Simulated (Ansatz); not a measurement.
# BaTiO3 (R3m) in Ansatz: notebook

One crystal, BaTiO3, is run at these levels: PBE, PBE+U; tasks: relaxation of cell and atoms.

Program: Ansatz 0.2.0. These are calculated values, not measurements. Logs are shortened: lines on timing, memory, paths and dates and some standing lists are left out, and cuts for length are marked.

## (1) The structure

Symmetry: R3m, No. 160, trigonal system. Conventional cell: a = 5.655 Å, b = 5.655 Å, c = 6.955 Å, α = 90.00°, β = 90.00°, γ = 120.00°. Ba (site symmetry 3m) is surrounded by 12 O at 2.79 to 2.89 Å. Ti (site symmetry 3m) has 6 O at 1.87 to 2.14 Å as nearest neighbours. O (site symmetry m) is surrounded by 2 Ti at 1.87 to 2.14 Å.

## (2) Relaxation of cell and atoms, PBE

input.yaml

```yaml
crystal:
  lattice:
    - [2.8273666084, 1.6323808724, 2.3183934932]
    - [-2.8273666084, 1.6323808724, 2.3183934932]
    - [0.0, -3.2647617449, 2.3183934932]
  atoms:
    - { symbol: Ba, position: [0.0, 0.0, 0.0] }
    - { symbol: Ti, position: [0.4845, 0.4845, 0.4845] }
    - { symbol: O, position: [0.5086, 0.0175, 0.5086] }
    - { symbol: O, position: [0.0175, 0.5086, 0.5086] }
    - { symbol: O, position: [0.5086, 0.5086, 0.0175] }
hamiltonian:
  xc: pbe
  pseudopotentials: { kind: paw }
kpoints:
  mp_grid: { grid: [7, 7, 7] }
scf:
  occupations: { method: fermi_dirac, width: 0.05 }
output:
  forces: true
  stress: true
  eigenvalues: true
  write_density: true
  write_potential: true
  elf: true
  volumetric_format: npy
relax:
  f_tol: 0.01
  max_steps: 40
  cell: { stress_tol: 0.05 }
```

Potentials or basis: Ansatz PAW.

Run with:

```console
ansatz run input.yaml --threads 2 --pin off --max-ram 5632MiB --backend cpu --events-out ev --progress --plain --runs-dir out
```

What it wrote:

```text
Warning: RAYON_NUM_THREADS=2 ignored (pool sized by the plan → 2); use --threads N
Engine: ansatz 0.2.0, aarch64-unknown-linux-gnu
Pseudopotentials: kind: paw
Pseudopotential: Ba, paw, valence charge 10, recommended cutoff 420 eV (normal), Ba.paw.azcp
Pseudopotential: Ti, paw, valence charge 12, recommended cutoff 420 eV (normal), Ti.paw.azcp
Pseudopotential: O, paw, valence charge 6, recommended cutoff 420 eV (normal), O.paw.azcp
Functional definition: PBE
  parameter kappa = 0.804
  parameter beta = 0.06672455060314922
  exchange = pbe_x(kappa = kappa, mu = beta*pi^2/3)
  correlation = pbe_c(beta = beta)
Crystal: 5 atoms, lattice volume = 64.201 Å³
Basis set: ecut = 420 eV, 1237 PW (Γ), exchange–correlation on 54×54×54 points (8 copies of the dense FFT grid, shifted against one another)
Bands: 25, of which v1, the nominal top of the filled ones, is band 20 counted from 1 (19 counted from 0)
Symmetry: 6 space group operations
Space group: R3m (ITA 160), of the structure as read, at distance tolerance 4.0e-5 Å
k-points: 44 of 343 (time reversal used)
Non-local potential: Ba, projectors of the file, l = 0: 3, l = 1: 2, l = 2: 2, l = 3: 2
Non-local potential: Ti, projectors of the file, l = 0: 3, l = 1: 2, l = 2: 3, l = 3: 1
Non-local potential: O, projectors of the file, l = 0: 2, l = 1: 2, l = 2: 1
PAW form: soft (Blöchl's): semilocal exchange-correlation on the pseudo side does not see the compensation charge
PAW one-centre angular grid: Ba, 194 points (default); XC on 64 Gauss nodes
PAW one-centre angular grid: Ti, 590 points (default); XC on 64 Gauss nodes
PAW one-centre angular grid: O, 110 points (default); XC on 64 Gauss nodes
Initial density: superposition of atomic densities (neutral atoms: chi_scale 0, normalization atom), corrected by the library's trained network
Initial wavefunctions: pseudopotential atomic-orbital guess
Functional: x = pbe(κ = 0.804, μ = 0.2195149727645171), c = pbe(β = 0.06672455060314922)
SCF iter   1: F=—  HF=-10159.592581 eV  |F-HF|=—  |Δ(HF+E_count)|=         —  Δρ=1.55e-3  dr2=9.38e-4  ethr=1.77e-3  ⟨swp⟩=6.0  Hψ=5482  notcnv=0
preconditioner: auto → Resta (q_TF=auto, 2.521 Å⁻¹)  ε∞=5.7  [insulator: Δε(μ)=2.479 eV  Ē_g=12.143 eV  σ=0.050 eV  W_gap=1.00  n_scr=18 (ndim 8)  ℏωp=26.2 eV  f_vac=0.000  D(μ)=0.00/eV (n_scr^D=0)  ε∞_Penn≈5.7]
SCF iter   2: F=—  HF=-10159.592943 eV  |F-HF|=—  |Δ(HF+E_count)|=   3.62e-4  Δρ=7.74e-4  dr2=2.50e-4  ethr=2.35e-6  ⟨swp⟩=2.0  Hψ=2226  notcnv=0
SCF iter   3: F=—  HF=-10159.593113 eV  |F-HF|=—  |Δ(HF+E_count)|=   1.70e-4  Δρ=1.08e-4  dr2=1.23e-5  ethr=6.25e-7  ⟨swp⟩=2.6  Hψ=1571  notcnv=0  defer=2
[... 124 lines left out ...]
SCF iter   8: F=-10159.632265 eV  HF=-10159.632265 eV  |F-HF|=5.46e-12  |Δ(HF+E_count)|=  3.64e-12  Δρ=3.01e-9  dr2=1.98e-15  ethr=1.00e-12  ⟨swp⟩=4.0  Hψ=3886  notcnv=0
SCF 10 converged in 8 iterations: F = -10159.632265 eV  dr2 = 1.98e-15
relax step  10: F+E_penalty+E_count = -10159.63226480 eV  Δ(F+E_penalty+E_count) = -6.564e-4 eV  max|allowed force component| = 2.290e-3 eV/Å  Δτ_max = 0.0000 Å  P = +0.018 GPa  Ω = 66.920 Å³  stress off target by 3.12e-2 GPa  SCF on the basis re-selected at this cell (its energy is not comparable with the rows above)  (8 SCF iters)
basis re-selected at this cell: Δ(F+E_penalty+E_count) = -6.564e-4 eV, ΔP = +0.008 GPa vs the last step (what re-selecting the basis moved, of the pressure what is left beyond the Pulay correction that the steps carried, after the strain that the cell walked since its last selection, with what the two solves' SCF thresholds leave and, on support functions, any second-order correction that the steps lacked; it is no measure of the basis error at this ecutwfc). This SCF's stress stands 3.12e-2 GPa from its target on what of the cell is left free (relax.cell.stress_tol is 5.00e-2 GPa) and its largest allowed force component is 2.29e-3 eV/Å (relax.f_tol is 1.00e-2 eV/Å): within both
SCF converged after 8 iterations
Free energy (F): -10159.632265 eV
Harris-Foulkes:  -10159.632265 eV  (|F-HF|=5.46e-12)
Internal energy: -10159.632265 eV  (E = F + TS)
E sigma→0 (E₀):  -10159.632265 eV
Fermi energy:    10.946486 eV
--- Per-component energies (eV) ---
  E_band       = -162.756001
  E_kinetic    = 968.686150
  E_local      = -2182.856079  (includes V_loc(G=0)·N_el)
  E_nonlocal   = 203.918412
  E_hartree    = 851.071773
  E_xc         = -490.846517
  E_vxc        = -545.249552  (∫ρ·V_xc dr)
  E_paw        = -6744.753604  (= ΣΔE_a)
  E_vpaw       = -309.405857  (= ΣTr[D̂ρ^β])
  E_aug_tail   = 0.007379  (compensation charges beyond the density's cutoff)
  E_ewald      = -2764.859778
  E_smearing   = -0.000000  (= −TS)
  E_closure    = 0.000000  (closes the sum)
  Σ components = -10159.632265   (vs F -10159.632265, Δ=0.00e0)
--- Forces (eV/Å), atoms counted from 1 ---
  atom   1  Ba    -0.00000000    -0.00000000     0.00084322
  atom   2  Ti     0.00000000    -0.00000000     0.00228978
  atom   3  O      0.00125205    -0.00072287    -0.00104551
  atom   4  O     -0.00125205    -0.00072287    -0.00104551
  atom   5  O     -0.00000000     0.00144574    -0.00104551
  max |Σ_I F_I| component: 3.53e-6 eV/Å
--- Stress (GPa, compression-positive) ---
        0.011518       0.000000      -0.000000
        0.000000       0.011518      -0.000000
        0.000000      -0.000000       0.031165
  P = ⅓ Tr σ = 0.0181 GPa (0.181 kbar)
--- Band table (eV; the first three rows and the last of 44) ---
  k-point 0: bands = ["-46.5653", "-22.8335", "-22.8335", "-22.8310", "-15.0970", "-7.0234", "-6.3614", "-6.3614", "-0.2698", "-0.2692", "-0.2692", "7.4826", "7.4826", "7.4831", "8.2772", "8.2772", "8.6316", "8.9801", "9.1291", "9.1291", "12.2662", "12.2662", "12.4552", "14.1904", "14.1904"]
  k-point 1: bands = ["-46.5652", "-22.8410", "-22.8332", "-22.8313", "-15.0793", "-7.0287", "-6.3558", "-6.3528", "-0.2449", "-0.2435", "-0.2059", "7.1598", "7.4361", "7.4487", "8.1018", "8.1135", "8.5105", "8.7023", "9.0635", "9.1279", "12.2760", "12.5155", "12.5365", "14.1882", "14.6234"]
  k-point 2: bands = ["-46.5649", "-22.8590", "-22.8325", "-22.8307", "-15.0390", "-7.0905", "-6.3432", "-6.2740", "-0.1889", "-0.1830", "-0.0653", "6.4981", "7.2863", "7.3055", "7.8334", "7.8359", "8.2396", "8.3437", "8.8682", "8.9170", "12.3554", "12.9222", "13.0556", "14.1766", "15.2490"]
  k-point 43: bands = ["-46.5633", "-22.8700", "-22.8697", "-22.8666", "-14.8910", "-6.2856", "-6.2264", "-6.2091", "-0.8336", "-0.8312", "-0.7248", "5.5771", "6.2778", "6.2938", "7.1400", "7.3026", "7.3733", "9.4904", "9.4987", "9.5581", "13.7609", "13.9864", "13.9869", "16.1487", "16.2322"]
--- Relaxed structure (8 steps of the walk, 8 accepted, 2 SCFs on fresh bases) ---
  F+E_penalty+E_count = -10159.63226480 eV   max|allowed force component| = 2.290e-3 eV/Å   (the final SCF, on the basis selected at the relaxed cell)
  cell:  # Å, volume = 66.9199 Å³
    - [2.863282191289657, 1.6531167438900056, 2.3563302784935085]
    - [-2.863282191289657, 1.6531167438900056, 2.3563302784935085]
    - [9.590558611926157e-19, -3.3062334878308297, 2.3563302784578566]
  atoms:
    - { symbol: Ba, position: [-0.005426085960171141, -0.005426085960171141, -0.005426085960171142] }
    - { symbol: Ti, position: [0.4803369934495059, 0.4803369934495059, 0.4803369934495059] }
    - { symbol: O, position: [0.5112043534086138, 0.0218803856934377, 0.5112043534086139] }
    - { symbol: O, position: [0.0218803856934377, 0.5112043534086138, 0.5112043534086139] }
    - { symbol: O, position: [0.5112043534086139, 0.5112043534086139, 0.02188038569343781] }
```

It took 49 s on 2 threads of Arm Neoverse V1, shared host; peak memory 0.42 GiB.

What came out:

| Item | Value |
| --- | --- |
| Free energy | -10159.6323 eV |
| Relaxed volume | 13.38 Å³/atom |
| Relaxed cell | a = 4.060 Å, b = 4.060 Å, c = 4.060 Å, α = 89.70°, β = 89.70°, γ = 89.70° |
| Space group after relaxing (to 0.05 Å) | R3m (No. 160) |
| Energy gained by relaxing | 7.9 meV/atom |
| Ionic steps | 10 |
| Pressure after relaxing | 0.0 GPa |
| Band gap on the k mesh | 2.69 eV, indirect (least direct gap 3.14 eV) |

Forces on the atoms (eV/Å):
```
Ba   0.000  0.000  0.001
Ti   0.000  0.000  0.002
O    0.001 -0.001 -0.001
O   -0.001 -0.001 -0.001
O    0.000  0.001 -0.001
```

Step by step:
| step | energy change (eV) | largest force (eV/Å) | volume (Å³) |
| --- | --- | --- | --- |
| 1 | 0.0000 | 0.1382 | 64.20 |
| 2 | -0.0125 | 0.4963 | 66.48 |
| 3 | -0.0263 | 0.1969 | 66.29 |
| 4 | -0.0271 | 0.1698 | 66.29 |
| 5 | -0.0286 | 0.0680 | 66.45 |
| 6 | -0.0290 | 0.0077 | 66.72 |
| 7 | -0.0395 | 0.0077 | 66.72 |
| 8 | -0.0390 | 0.0034 | 66.93 |
| 9 | -0.0390 | 0.0022 | 66.92 |
| 10 | -0.0397 | 0.0023 | 66.92 |

Final structure:
```
Ba Ti O
1.0
     2.86328    1.65312    2.35633
    -2.86328    1.65312    2.35633
     0.00000   -3.30623    2.35633
Ba Ti O
1 1 3
Direct
  0.99457 0.99457 0.99457
  0.48034 0.48034 0.48034
  0.51120 0.02188 0.51120
  0.02188 0.51120 0.51120
  0.51120 0.51120 0.02188
```

Caveat: odd divisions of the mesh miss points on the zone boundary, where band edges often lie, so the gap on the mesh can be too wide; the plane-wave basis is chosen anew once the cell has moved, so the energies of steps on either side of that aren't comparable; the pressure holds a Pulay correction of +0.5 GPa for the finite cutoff; spin-orbit coupling is left out, which moves the levels of the heavy elements.

(Part 1 of 2 ends here.)
